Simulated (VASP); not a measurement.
# Ru (P6_3/mmc) in VASP: notebook, part 2 of 2

VASP 6.6.1. Earlier steps stand in the parts before.

### 3 Relaxation of cell and atoms, PBE

This run uses another cell than the first one, of 13.75 Å³/atom, 1.013 times its volume.

Input file INCAR:

```
ALGO     = Normal         # electronic algorithm
EDIFF    = 1E-7           # SCF threshold, eV
EDIFFG   = -0.005         # ionic threshold
ENCUT    = 600            # plane-wave cutoff, eV
GGA      = PE             # functional
IBRION   = 2              # ionic algorithm
ISIF     = 3              # what is computed and relaxed
ISMEAR   = 1              # smearing method
LASPH    = True           # aspherical terms in the spheres
LCHARG   = False          # write CHGCAR
LREAL    = False          # projectors in reciprocal space
LWAVE    = False          # write WAVECAR
NELM     = 80             # most SCF steps
NSW      = 90             # ionic steps
PREC     = Accurate       # precision mode
SIGMA    = 0.1            # smearing width, eV
```

Input file KPOINTS:

```
k-points
0
Gamma
  15 15 9
```

Input file POSCAR:

```
Ru                                      
1.0
    2.7175038150      0.0000000000      0.0000000000
   -1.3587519075      2.3534273387      0.0000000000
    0.0000000000     -0.0000000000      4.3012142633
  Ru            
     2
Direct
     0.3333333332999970    0.6666666667000030    0.2500000000000000
     0.6666666667000030    0.3333333332999970    0.7500000000000000
```

Potentials or basis: VASP PAW PBE potentials, release 64 (Ru_pv).

Run with:

```
$ cat potpaw_PBE.64/Ru_pv/POTCAR > POTCAR
$ mpirun -np 1 vasp_std > vasp.out
```

OUTCAR:

```text
EDIFF = 1E-7
   EDIFFG = -0.005
   ENCUT = 600
   GGA = PE
   IBRION = 2
   ISIF = 3
   ISMEAR = 1
   LASPH = True
   LREAL = False
   NELM = 80
   NSW = 90
   PREC = Accurate

 ion  position               nearest neighbor table
   1  0.333  0.667  0.250-   2 2.66   2 2.66   2 2.66   2 2.66   2 2.66   2 2.66
   2  0.667  0.333  0.750-   1 2.66   1 2.66   1 2.66   1 2.66   1 2.66   1 2.66

  LATTYP: Found a hexagonal cell.
 ALAT       =     2.7175038150
 C/A-ratio  =     1.5827813155

  Lattice vectors:

 A1 = (   2.7175038150,   0.0000000000,   0.0000000000)
 A2 = (  -1.3587519075,   2.3534273387,   0.0000000000)
 A3 = (   0.0000000000,   0.0000000000,   4.3012142633)

Analysis of symmetry for initial positions (statically):
=====================================================================
 Subroutine PRICEL returns:
 Original cell was already a primitive cell.

 Routine SETGRP: Setting up the symmetry group for a
 hexagonal supercell.

 Subroutine GETGRP returns: Found 24 space group operations
 (whereof 12 operations were pure point group operations)
 out of a pool of 24 trial point group operations.

The static configuration has the point symmetry D_3d.
 The point group associated with its full space group is D_6h.

Analysis of symmetry for dynamics (positions and initial velocities):
=====================================================================
 Subroutine PRICEL returns:
 Original cell was already a primitive cell.

 Routine SETGRP: Setting up the symmetry group for a
 hexagonal supercell.

 Subroutine GETGRP returns: Found 24 space group operations
 (whereof 12 operations were pure point group operations)
 out of a pool of 24 trial point group operations.

The dynamic configuration has the point symmetry D_3d.
 The point group associated with its full space group is D_6h.

 Subroutine INISYM returns: Found 24 space group operations
 (whereof 12 operations are pure point group operations),
 and found     1 'primitive' translations

----------------------------------------------------------------------------------------

                                     Primitive cell

  volume of cell :      27.5082

  direct lattice vectors                    reciprocal lattice vectors
     2.717503815  0.000000000  0.000000000     0.367984764  0.212456103  0.000000000
    -1.358751908  2.353427339  0.000000000     0.000000000  0.424912205  0.000000000
     0.000000000  0.000000000  4.301214263     0.000000000  0.000000000  0.232492487

  length of vectors
     2.717503815  2.717503815  4.301214263     0.424912205  0.424912205  0.232492487

  position of ions in fractional coordinates (direct lattice)
     0.333333333  0.666666667  0.250000000
     0.666666667  0.333333333  0.750000000

  ion indices of the primitive-cell ions
   primitive index   ion index
                 1           1
                 2           2

----------------------------------------------------------------------------------------

 KPOINTS: k-points

Automatic generation of k-mesh.
 Grid dimensions read from file:
 generate k-points for:   15   15    9
[... 24 lines left out ...]
  0.200000  0.000000  0.000000      6.000000
  0.266667  0.000000  0.000000      6.000000
  0.333333  0.000000  0.000000      6.000000
[... 16 lines left out ...]
  0.333333  0.200000  0.000000     12.000000
  0.400000  0.200000  0.000000      6.000000
 [... further k-points ...]
   k-points           NKPTS =    135   k-points in BZ     NKDIM =    135   number of bands    NBANDS=     18
   number of dos      NEDOS =    301   number of ions     NIONS =      2
   total plane-waves  NPLWV =  20736
   dimension x,y,z NGX =    24 NGY =   24 NGZ =   36
   dimension x,y,z NGXF=    48 NGYF=   48 NGZF=   72
   ions per type =               2
   NGX,Y,Z   is equivalent  to a cutoff of  14.68, 14.68, 13.91 a.u.
   NGXF,Y,Z  is equivalent  to a cutoff of  29.36, 29.36, 27.83 a.u.
 SYSTEM =  unknown system
   PREC   = accura    normal or accurate (medium, high low for compatibility)
   ISTART =      0    job   : 0-new  1-cont  2-samecut
   ICHARG =      2    charge: 1-file 2-atom 10-const
   ISPIN  =      1    spin polarized calculation?
   LNONCOLLINEAR =      F non collinear calculations
   LSORBIT =      F    spin-orbit coupling
   LASPH  =      T    aspherical Exc in radial PAW
   ENCUT  =  600.0 eV  44.10 Ry    6.64 a.u.   5.43  5.43  8.59*2*pi/ulx,y,z
   NELM   =     80;   NELMIN=  2; NELMDL= -5     # of ELM steps
   EDIFF  = 0.1E-06   stopping-criterion for ELM
   LREAL  =      F    real-space projection
   EDIFFG = -.5E-02   stopping-criterion for IOM
   NSW    =     90    number of steps for IOM
   IBRION =      2    ionic relax: 0-MD 1-quasi-New 2-CG
   NFREE  =      1    steps in history (QN), initial steepest desc. (CG)
   ISIF   =      3    stress and relaxation
   ISYM   =      2    0-nonsym 1-usesym 2-fastsym
   POTIM  = 0.5000    time-step for ionic-motion
   TEBEG  =    0.0;   TEEND  =   0.0 temperature during run
   PSTRESS=    0.0 pullay stress
   NELECT =      28.0000    total number of electrons
   NUPDOWN=      -1.0000    fix difference up-down
   EMIN   =  10.00;   EMAX   =-10.00  energy-range for DOS
   EFERMI =   0.00;   METHOD = LEGACY
   ISMEAR =     1;   SIGMA  =   0.10  broadening in eV -4-tet -1-fermi 0-gaus
   EFERMI_NEDOS =   21; number of points for ismear=-14 and -15
   IALGO  =     38    algorithm
   IMIX   =      4    mixing-type and parameters
     AMIX     =   0.40;   BMIX     =  1.00
     AMIX_MAG =   1.60;   BMIX_MAG =  1.00
  volume/ion in A,a.u.               =      13.75        92.82
  Fermi-wavevector in a.u.,A,eV,Ry     =   1.646797  3.111996 36.898205  2.711942
  Thomas-Fermi vector in A             =   2.736365
   LORBIT       =      0    0 simple, 1 ext, 2 COOP (PROOUT), +10 PAW based schemes
   GGA     = PE    functional components
   LHFCALC =     F    Hartree Fock is set to
   AEXX    =    0.0000 exact exchange contribution
   IVDW    =     0    specifies the selected vdW correction
   LEPSILON=     F    determine dielectric tensor
   LRPA    =     F    only Hartree local field effects (RPA)
 conjugate gradient relaxation of ions
 non-spin polarized calculation
 Methfessel and Paxton  Order N= 1 SIGMA  =   0.10
  energy-cutoff  :      600.00
  volume of cell :       27.51
 maximum number of plane-waves:       938
 NGX is ok and might be reduce to    24
   NGX = 11   NGY = 11   NGZ = 17

--------------------------------------- Ionic step        1  -------------------------------------------

 number of electron      28.0000004 magnetization

 Free energy of the ion-electron system (eV)
  ---------------------------------------------------
  ext. energy  EPLUGINS =         0.00000000
  ---------------------------------------------------
  free energy    TOTEN  =       -18.47280992 eV

  energy without entropy =      -18.47144036  energy(sigma->0) =      -18.47235340

------------------------ aborting loop because EDIFF is reached ----------------------------------------

  FORCE on cell =-STRESS in cart. coord.  units (eV):
  Direction    XX          YY          ZZ          XY          YZ          ZX
  --------------------------------------------------------------------------------------
  -------------------------------------------------------------------------------------
  Total        0.0139975      0.0139975     -0.0128188      0.0000000      0.0000000      0.0000000
  in kB        0.8152626      0.8152626     -0.7466125      0.0000000      0.0000000      0.0000000
  external PRESSURE =       0.2946376 kB  Pullay stress =       0.0000000 kB
[... 59 lines left out ...]
--------------------------------------- Ionic step        3  -------------------------------------------

 number of electron      28.0000004 magnetization

 Free energy of the ion-electron system (eV)
  ---------------------------------------------------
  ext. energy  EPLUGINS =         0.00000000
  ---------------------------------------------------
  free energy    TOTEN  =       -18.47281321 eV

  energy without entropy =      -18.47142402  energy(sigma->0) =      -18.47235015

 E-fermi :  12.5792     XC(G=0): -14.0387

 val. band max:       12.5780295228   @ k =   0.2667   0.0000   0.3333
 cond. band min:      12.6065051097   @ k =   0.4667   0.0667   0.3333
 fundamental gap:      0.0284755869
 Fermi energy:        12.5791551557

 k-point     1 :       0.0000    0.0000    0.0000
  band No.  band energies     occupation
      1     -30.9977      2.00000
      2     -30.1103      2.00000
      3     -30.1103      2.00000
      4     -29.9470      2.00000
      5     -29.9470      2.00000
      6     -29.9030      2.00000
[... 481 lines left out ...]
      5     -30.2421      2.00000
      6     -30.2224      2.00000
[... 10 lines left out ...]
     17      17.8643      0.00000
     18      19.2988      0.00000

 [... further k-points ...]
[... 5 lines left out ...]
  --------------------------------------------------------------------------------------
  -------------------------------------------------------------------------------------
  Total       -0.0030160     -0.0030160     -0.0078937      0.0000000     -0.0000000      0.0000000
  in kB       -0.1756304     -0.1756304     -0.4596762      0.0000000     -0.0000000      0.0000000
  external PRESSURE =      -0.2703124 kB  Pullay stress =       0.0000000 kB
[... 17 lines left out ...]
  FREE ENERGIE OF THE ION-ELECTRON SYSTEM (eV)
  ---------------------------------------------------
  free  energy   TOTEN  =       -18.4728132087 eV

  energy  without entropy=      -18.4714240242  energy(sigma->0) =      -18.47235015

 reached required accuracy - stopping structural energy minimisation
```

It took 77 s on 1 thread of Intel Xeon Platinum 8375C at 2.90GHz (Ice Lake), shared host; peak memory 0.2 GiB.

What came out:

```yaml
Free_energy: -18.4728 eV
Relaxed_volume: 13.76 Å³/atom
Relaxed_cell: a = 2.718 Å, b = 2.718 Å, c = 4.301 Å, α = 90.00°, β = 90.00°, γ = 120.00°
Space_group_after_relaxing_to_0.05_Å: P6_3/mmc (No. 194)
Energy_gained_by_relaxing: 0.0 meV/atom
Ionic_steps: 3
Pressure_after_relaxing: 0.0 GPa
Band_gap_on_the_k_mesh: none (metal or under the smearing width)
```

Final structure:
```
CELL_PARAMETERS angstrom
2.71795 0.00000 0.00000
-1.35897 2.35381 0.00000
0.00000 0.00000 4.30057
ATOMIC_POSITIONS crystal
Ru 0.33333 0.66667 0.25000
Ru 0.66667 0.33333 0.75000
```
